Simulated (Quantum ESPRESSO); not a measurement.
A calculation with Quantum ESPRESSO 7.5 of Ti (native input, structure typed inline):

The input pw.in:

```
&CONTROL
  calculation = 'scf'
  prefix = 'pwscf'
  outdir = './tmp'
  pseudo_dir = './pseudo'
  tprnfor = .true.
  tstress = .true.
  disk_io = 'low'
/
&SYSTEM
  ibrav = 0
  celldm(1) = 8
  nat = 2
  ntyp = 1
  ecutwfc = 45
  ecutrho = 360
  nbnd = 19
  occupations = 'smearing'
  smearing = 'fd'
  degauss = 0.00367493
/
&ELECTRONS
  conv_thr = 4d-10
  electron_maxstep = 120
  mixing_beta = 0.5
/
ATOMIC_SPECIES
Ti    47.8670 ti_pbesol_v1.4.uspp.F.UPF
CELL_PARAMETERS alat
  0.6968365084558   0.0000000000000   0.0000000000000
 -0.3484182542279   0.6034781186156   0.0000000000000
  0.0000000000000   0.0000000000000   1.1054897829061
ATOMIC_POSITIONS crystal
Ti     0.6666666667    0.3333333333    0.7500000000
Ti     0.3333333333    0.6666666667    0.2500000000
K_POINTS automatic
10 10 6 0 0 0
```

Contents of pp_density.in:

```
&INPUTPP
  prefix = 'pwscf'
  outdir = './tmp'
  filplot = 'density.dat'
  plot_num = 0
/
&PLOT
  nfile = 1
  filepp(1) = 'density.dat'
  iflag = 3
  output_format = 6
  fileout = 'density.cube'
/
```

pp_potential.in

```
&INPUTPP
  prefix = 'pwscf'
  outdir = './tmp'
  filplot = 'potential.dat'
  plot_num = 11
/
&PLOT
  nfile = 1
  filepp(1) = 'potential.dat'
  iflag = 3
  output_format = 6
  fileout = 'potential.cube'
/
```

Potentials or basis: GBRV 1.5 PBEsol.

Run with:

```console
$ OMP_NUM_THREADS=1 mpirun -n 2 pw.x -nk 2 -in pw.in > pw.out
$ OMP_NUM_THREADS=1 mpirun -n 1 pp.x -in pp_density.in > pp_density.out
$ OMP_NUM_THREADS=1 mpirun -n 1 pp.x -in pp_potential.in > pp_potential.out
```

**Question.** Write the same calculation in another form: ASE script, structure from a P1 CIF.

**Answer.** As run:

The input run.py:

```python
import numpy as np
from ase.calculators.espresso import Espresso, EspressoProfile
from ase.io import read

atoms = read('Ti.cif')

input_data = {
    'control': {'calculation': 'scf', 'prefix': 'pwscf', 'outdir': './tmp', 'tprnfor': True, 'tstress': True, 'disk_io': 'nowf'},
    'system': {'ecutwfc': 45.0, 'ecutrho': 360.0, 'nbnd': 19, 'occupations': 'smearing', 'smearing': 'fd', 'degauss': 0.00367493},
    'electrons': {'conv_thr': 4e-10, 'electron_maxstep': 120, 'mixing_beta': 0.5},
}
pseudopotentials = {'Ti': 'ti_pbesol_v1.4.uspp.F.UPF'}
profile = EspressoProfile(command='mpirun -n 2 pw.x -nk 2', pseudo_dir='pseudo')
dft = Espresso(profile=profile, input_data=input_data, pseudopotentials=pseudopotentials, kpts=(10, 10, 6), koffset=(0, 0, 0))
atoms.calc = dft

print(f'energy {atoms.get_potential_energy():.8f} eV')
print('forces (eV/A)')
print(np.round(atoms.get_forces(), 6))
print('stress (eV/A^3, Voigt)')
print(np.round(atoms.get_stress(), 8))
print(f'Fermi level {dft.get_fermi_level():.4f} eV')
```

The input Ti.cif:

```cif
data_Ti
_cell_length_a 2.95000000
_cell_length_b 2.95000000
_cell_length_c 4.68000000
_cell_angle_alpha 90.00000000
_cell_angle_beta 90.00000000
_cell_angle_gamma 120.00000000
_space_group_name_H-M_alt 'P1'
_space_group_name_Hall 'P 1'
_space_group_IT_number 1
loop_
_space_group_symop_operation_xyz
'x,y,z'
loop_
_atom_site_label
_atom_site_type_symbol
_atom_site_symmetry_multiplicity
_atom_site_Wyckoff_symbol
_atom_site_fract_x
_atom_site_fract_y
_atom_site_fract_z
_atom_site_occupancy
Ti1 Ti 1 a 0.6666666667 0.3333333333 0.7500000000 1
Ti2 Ti 1 a 0.3333333333 0.6666666667 0.2500000000 1
```

Potentials or basis: GBRV 1.5 PBEsol.

The run is started by

```bash
$ OMP_NUM_THREADS=1 python run.py
```

Both were run:

|  | native input, structure typed inline | ASE script, structure from a P1 CIF |
| --- | --- | --- |
| Pressure | -5.7 GPa | -5.7 GPa |
| Band gap on the k mesh | none (metal or under the smearing width) | none (metal or under the smearing width) |

Keys that steer only the numerical path or the files written may differ.
